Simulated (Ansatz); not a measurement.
Co: constraining the magnetisation

Co is taken as an experimental structure (space group Fm-3m), 1 atom in the cell. The computed pressure is over 10 GPa in size, so the cell is far from the computed equilibrium volume. Source: COD entry 9012947; it may be a high-temperature, high-pressure or metastable form.

```xyz
1
Lattice="0.0000 1.8074 1.8074 1.8074 0.0000 1.8074 1.8074 1.8074 0.0000" Properties=species:S:1:pos:R:3 pbc="T T T"
Co    0.0000    0.0000    0.0000
```

Numbers behind element symbols give the atom's place in this list.

Method: DFT, PBE, PAW, plane waves, scalar-relativistic (Ansatz development build ahead of 0.2.0).

* Plane-wave cutoff: 420 eV
* k-point mesh: 15×15×15 (Γ-centred)
* Occupations: Fermi–Dirac smearing, 0.1 eV
* Valence electrons: 17

Site moments are integrals over atomic spheres and don't add up to the total.

The total moment of the cell is held fixed (separate Fermi levels for the two spins), shared at the start among the Co atoms with one sign; no search for lower states follows. F is the free energy per cell, and F(lowest) that of the lowest run, the runs with a free moment included. Each row is one local solution, which need not be the lowest state at that M. The run at M = 0 starts without moments and gives the spin-unpolarised solution. The cell holds one magnetic atom, so only parallel order fits; orders in a larger cell may lie lower. The program warns that the SCF threshold is loose for stress, so pressures can be off by 0.1 GPa or more.

The run at M = 1.70 μB took 1 s on 2 threads of Intel(R) Xeon(R) Platinum 8559C (shared host), peak memory 0.39 GiB.

```json
{"fixed M (μB/cell)": "0.00", "F − F(lowest) (meV/cell)": "251", "moments of Co1 (μB)": "0.00", "pressure (GPa)": "-24.4"}
{"fixed M (μB/cell)": "0.42", "F − F(lowest) (meV/cell)": "231", "moments of Co1 (μB)": "0.45", "pressure (GPa)": "-23.7"}
{"fixed M (μB/cell)": "0.85", "F − F(lowest) (meV/cell)": "171", "moments of Co1 (μB)": "0.90", "pressure (GPa)": "-21.6"}
{"fixed M (μB/cell)": "1.27", "F − F(lowest) (meV/cell)": "81", "moments of Co1 (μB)": "1.35", "pressure (GPa)": "-18.4"}
{"fixed M (μB/cell)": "1.70", "F − F(lowest) (meV/cell)": "0", "moments of Co1 (μB)": "1.78", "pressure (GPa)": "-13.7"}
{"fixed M (μB/cell)": "2.12", "F − F(lowest) (meV/cell)": "135", "moments of Co1 (μB)": "2.14", "pressure (GPa)": "-6.3"}
{"fixed M (μB/cell)": "2.55", "F − F(lowest) (meV/cell)": "610", "moments of Co1 (μB)": "2.47", "pressure (GPa)": "4.2"}
{"fixed M (μB/cell)": "2.97", "F − F(lowest) (meV/cell)": "1505", "moments of Co1 (μB)": "2.79", "pressure (GPa)": "18.7"}
{"fixed M (μB/cell)": "3.40", "F − F(lowest) (meV/cell)": "2852", "moments of Co1 (μB)": "3.11", "pressure (GPa)": "40.7"}
```

The lowest fixed-moment run is the one at M = 1.70 μB (0 meV). With the constraint released: “usual moment, free total moment [Co1 3.00 μB]” ends at 1.70 μB, 0 meV; “usual moment scaled by 0.1, free total moment [Co1 0.30 μB]” ends at 1.70 μB, 0 meV.
